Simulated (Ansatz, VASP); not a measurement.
## One calculation of MgO, two programs

Contents of INCAR:

```
SYSTEM = MgO
PREC = Accurate
ENCUT = 520
EDIFF = 1E-6
ISMEAR = 0
SIGMA = 0.05
LREAL = .FALSE.
LASPH = .TRUE.
NELM = 60
ALGO = Normal
ISIF = 2
LWAVE = .FALSE.
LCHARG = .FALSE.
GGA = PS
NBANDS = 11
```

The input KPOINTS:

```
Automatic mesh
0
G
  14 14 14
  0 0 0
```

The input POSCAR:

```
MgO
1.0
    2.5233170561      0.0000000000      0.0000000000
    0.0000000000      2.5233170561      0.0000000000
    0.0000000000      0.0000000000      2.5233170561
Mg O
1 1
Direct
    0.0000000000      0.0000000000      0.0000000000
    0.5000000000      0.5000000000      0.5000000000
```

Input for Ansatz:

```yaml
crystal:
  lattice:
    - [2.5233170561, 0.0, 0.0]
    - [0.0, 2.5233170561, 0.0]
    - [0.0, 0.0, 2.5233170561]
  atoms:
    - { symbol: Mg, position: [0.0, 0.0, 0.0] }
    - { symbol: O, position: [0.5, 0.5, 0.5] }
basis:
  ecutwfc: 420
  ecutrho_ratio: 4
kpoints:
  mp_grid: { grid: [14, 14, 14] }
hamiltonian:
  xc: pbesol
scf:
  occupations: { method: gaussian, width: 0.05 }
output:
  forces: true
  stress: true
  eigenvalues: true
```

Alike in both runs: task single point; functional PBEsol; k mesh 14 × 14 × 14; occupations gaussian, width 0.05 eV; no spin polarisation.

```csv
,VASP,Ansatz
version,VASP 6.6.1,Ansatz 0.2.0
potentials or method,"VASP PAW PBE potentials, release 64 (Mg, O)","scalar-relativistic, plane waves, PAW"
plane-wave cutoff (eV),520,420
valence electrons in the cell,8,16
```

```tsv
	VASP	Ansatz	Ansatz less VASP
gap on the k mesh at the Fermi level (eV)	3.75	3.74	-0.009
least direct gap on the mesh (eV)	4.92	4.90	-0.013
pressure (GPa)	24.1	24.5	+0.41
```

The functional is the same, so the differences come from potentials, cutoffs and numerics. The two sets of potentials don't hold the same shells in valence.

Caveats: so large a pressure means that the cell lies far from this level's equilibrium, or that cutoff or potentials fall short (VASP); the potentials were made for another functional, which shifts forces and pressure (VASP). A k mesh can miss the band edges. Expect the measured gap to be larger: semilocal functionals such as PBEsol lack the derivative discontinuity.
